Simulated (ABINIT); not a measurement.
# TiS2 in ABINIT: work function with PBE

Aim: the work function of TiS2 with PBE.

Everything below comes from runs of ABINIT 10.8.3 (patched build). Logs are shortened: lines on timing, memory, paths and dates and some standing lists are left out, and cuts for length are marked. The log counts tension as positive stress, the text compression.

## Step 1: The structure

The cell holds a slab with vacuum, 6 atoms: a = 3.412 Å, b = 3.412 Å, c = 23.543 Å, α = 90.00°, β = 90.00°, γ = 120.00°.

## Step 2: Work function, PBE

File run.abi:

```
# Pseudopotentials
pp_dirpath "./"
pseudos "S.GGA_PBE-JTH.xml, Ti.GGA_PBE-JTH.xml"

# Structure
acell 3*1.0 Angstrom
rprim
     3.4120005726     0.0000000000     0.0000000000
    -1.7060002863     2.9548791736     0.0000000000
     0.0000000000     0.0000000000    23.5425000000
ntypat 2
znucl 16 22
natom 6
typat 1 2 1 1 2 1
xred
     0.6666666667     0.3333333334     0.3185727939
     0.0000000000     0.0000000000     0.3790485293
     0.3333333333     0.6666666666     0.4395242646
     0.6666666667     0.3333333334     0.5604757354
     0.0000000000     0.0000000000     0.6209514707
     0.3333333333     0.6666666666     0.6814272061
chkprim 0
chksymtnons 0
tolsym 1.0e-6

# Plane-wave basis
ecut 544.227725 eV
pawecutdg 40.0
pawxcdev 0

# k points
kptopt 1
ngkpt 9 9 1
nshiftk 1
shiftk 0.0 0.0 0.0

# Exchange and correlation
ixc 11

# Bands and occupations
nband 29
occopt 3
tsmear 0.05 eV

# SCF cycle
nstep 120
tolvrs 1.0e-9

# Output
iomode 3
prtwf 0
prteig 0
prtebands 0
prtden 1
prtvha 1
prtvclmb 1
prtpot 1
```

Potentials or basis: JTH PAW PBE v2.0.

Command:

```console
> mpirun --bind-to none -np 4 abinit run.abi > log 2>&1
```

run.abo:

```text
.Version 10.8.3 of ABINIT
 Symmetries : space group P-3 m 1 (#164); Bravais hP (primitive hexag.)
================================================================================
 Values of the parameters that define the memory need of the present run
     intxc =       0    ionmov =       0      iscf =      17    lmnmax =      18
     lnmax =       6     mgfft =     180  mpssoang =       3    mqgrid =   12667
     natom =       6  nloc_mem =       2    nspden =       1   nspinor =       1
    nsppol =       1      nsym =      12    n1xccc =       1    ntypat =       2
    occopt =       3   xclevel =       2
       mpw =        6899          nfft =      131220          nkpt =          12
Pmy_natom=         2
 PAW method is used; the additional fine FFT grid is defined by:
   mgfftf=       256    nfftf =    409600
================================================================================
================================================================================

--------------------------------------------------------------------------------
------------- Echo of variables that govern the present computation ------------
--------------------------------------------------------------------------------
 -outvars: echo values of preprocessed input variables --------
            acell      1.8897261259E+00  1.8897261259E+00  1.8897261259E+00 Bohr
              amu      3.20660000E+01  4.78800000E+01
          chkprim           0
      chksymtnons           0
             ecut      2.00000000E+01 Hartree
              ixc          11
         kptrlatt        9    0    0      0    9    0      0    0    1
          kptrlen      5.80297196E+01
            natom           6
            nband          29
            ngfft          27      27     180
          ngfftdg          40      40     256
             nkpt          12
            nstep         120
             nsym          12
           ntypat           2
           occopt           3
        pawecutdg      4.00000000E+01 Hartree
         pawxcdev           0
        prtebands           0
           prteig           0
           prtpot           1
         prtvclmb           1
           prtvha           1
            prtwf           0
            rprim      3.4120005726E+00  0.0000000000E+00  0.0000000000E+00
                      -1.7060002863E+00  2.9548791736E+00  0.0000000000E+00
                       0.0000000000E+00  0.0000000000E+00  2.3542500000E+01
          spgroup         164
           tolsym      1.00000000E-06
           tolvrs      1.00000000E-09
           tsmear      1.83746611E-03 Hartree
            typat      1  2  1  1  2  1
           useylm           1
           xangst      1.7060002863E+00  9.8495972453E-01  7.5000000004E+00
                       0.0000000000E+00  0.0000000000E+00  8.9237500010E+00
                      -9.5870846848E-17  1.9699194491E+00  1.0347499999E+01
                       1.7060002863E+00  9.8495972453E-01  1.3195000001E+01
                       0.0000000000E+00  0.0000000000E+00  1.4618749999E+01
                      -9.5870846848E-17  1.9699194491E+00  1.6042500000E+01
[... 232 lines left out ...]
  -0.10947   -0.10947   -0.07834   -0.03619   -0.01066   -0.01066   -0.00739   -0.00739
   0.00801    0.00801    0.00833    0.00833    0.02793
      occupation numbers for kpt#   1
   2.00000    2.00000    2.00000    2.00000    2.00000    2.00000    2.00000    2.00000
   2.00000    2.00000    2.00000    2.00000    2.00000    2.00000    2.00000    2.00000
   2.00000    2.00000    2.00000    2.00000    1.37623    1.37623    0.54308    0.54308
   0.00017    0.00017    0.00014    0.00014    0.00000
 prteigrs : prtvol=0 or 1, do not print more k-points.

--- !EnergyTerms
iteration_state     : {dtset: 1, }
comment             : Components of total free energy in Hartree
kinetic             :  3.31249542004370E+01
hartree             :  4.88298324692891E+02
xc                  : -2.12766980869843E+01
Ewald energy        :  3.53319677767509E+02
psp_core            :  1.91580139585851E+00
local_psp           : -1.02213809194512E+03
PAW spherical_terms :  7.87630478057740E+00
internal            : -1.58879727194828E+02
'-kT*entropy'       : -3.46014717833498E-04
total_energy        : -1.58880073209546E+02
total_energy_eV     : -4.32334703889470E+03
...

--- !EnergyTermsDC
iteration_state     : {dtset: 1, }
comment             : '"Double-counting" decomposition of free energy'
band_energy         : -2.99760723267880E+01
Ewald energy        :  3.53319677767509E+02
psp_core            :  1.91580139585851E+00
xc_dc               : -4.87152975132412E+02
PAW spherical_terms :  3.01381801840445E+00
internal            : -1.58879750277428E+02
'-kT*entropy'       : -3.46014717833498E-04
total_energy_dc     : -1.58880096292146E+02
total_energy_dc_eV  : -4.32334766700424E+03
...

--- !EnergyTermsWithPAWCore
iteration_state     : {dtset: 1, }
comment             : 'Components of total free energy, including PAW core contributions'
Total energy        : -3.30469076773904E+03
Total energy DC     : -3.30469079082164E+03
Total energy (eV)   : -8.99252169044744E+04
Total energy DC (eV): -8.99252175325840E+04
...

 Cartesian components of stress tensor (hartree/bohr^3)
  sigma(1 1)= -2.87095043E-08  sigma(3 2)=  0.00000000E+00
  sigma(2 2)= -2.87095054E-08  sigma(3 1)=  0.00000000E+00
  sigma(3 3)= -7.86890950E-06  sigma(2 1)=  0.00000000E+00

-Cartesian components of stress tensor (GPa)         [Pressure=  7.7734E-02 GPa]
- sigma(1 1)= -8.44662777E-04  sigma(3 2)=  0.00000000E+00
- sigma(2 2)= -8.44662809E-04  sigma(3 1)=  0.00000000E+00
- sigma(3 3)= -2.31511310E-01  sigma(2 1)=  0.00000000E+00

== END DATASET(S) ==============================================================
================================================================================

 -outvars: echo values of variables after computation  --------
            acell      1.8897261259E+00  1.8897261259E+00  1.8897261259E+00 Bohr
           etotal     -1.5888009629E+02
            fcart     -5.4376337538E-31  1.9276034573E-29 -8.6794165275E-05
                      -3.9694726402E-29 -6.6618477790E-29  5.8710615895E-06
                      -2.5013115267E-30  2.9447753142E-29 -2.8430110786E-03
                       7.2864292300E-30  2.7564101555E-29  2.8430110786E-03
                       3.3387071248E-29 -2.4424682243E-29 -5.8710615895E-06
                       2.0663008264E-30  1.4755270764E-29  8.6794165275E-05
            rprim      3.4120005726E+00  0.0000000000E+00  0.0000000000E+00
                      -1.7060002863E+00  2.9548791736E+00  0.0000000000E+00
                       0.0000000000E+00  0.0000000000E+00  2.3542500000E+01
           strten     -2.8709504264E-08 -2.8709505357E-08 -7.8689094965E-06
                       0.0000000000E+00  0.0000000000E+00  0.0000000000E+00
           xangst      1.7060002863E+00  9.8495972453E-01  7.5000000004E+00
                       0.0000000000E+00  0.0000000000E+00  8.9237500010E+00
                      -9.5870846848E-17  1.9699194491E+00  1.0347499999E+01
                       1.7060002863E+00  9.8495972453E-01  1.3195000001E+01
                       0.0000000000E+00  0.0000000000E+00  1.4618749999E+01
                      -9.5870846848E-17  1.9699194491E+00  1.6042500000E+01
             xred      6.6666666667E-01  3.3333333333E-01  3.1857279390E-01
                       0.0000000000E+00  0.0000000000E+00  3.7904852930E-01
                       3.3333333333E-01  6.6666666667E-01  4.3952426460E-01
                       6.6666666667E-01  3.3333333333E-01  5.6047573540E-01
                       0.0000000000E+00  0.0000000000E+00  6.2095147070E-01
                       3.3333333333E-01  6.6666666667E-01  6.8142720610E-01
 Calculation completed.
```

Wall time 93 s (4 MPI ranks of Arm Neoverse V2, shared host); peak memory 0.84 GiB.

Results:

* Free energy: -4323.3477 eV
* Largest force: 0.146 eV/Å
* Band gap on the k mesh: none (metal or under the smearing width)
* Valence electrons inside the program's atomic spheres: S 3.59; Ti 10.13
* Work function: 5.83 eV

Forces in eV/Å, atoms in the order of the input:
```
S    0.000  0.000 -0.004
Ti   0.000  0.000  0.000
S    0.000  0.000 -0.146
S    0.000  0.000  0.146
Ti   0.000  0.000  0.000
S    0.000  0.000  0.004
```

Levels at points of the mesh, in eV from the Fermi level:
| k point | band 22 | band 23 | band 24 | band 25 | band 26 | band 27 |
| --- | --- | --- | --- | --- | --- | --- |
| (0.00, 0.00, 0.00) | -0.04 | 0.05 | 0.05 | 0.47 | 0.47 | 0.48 |
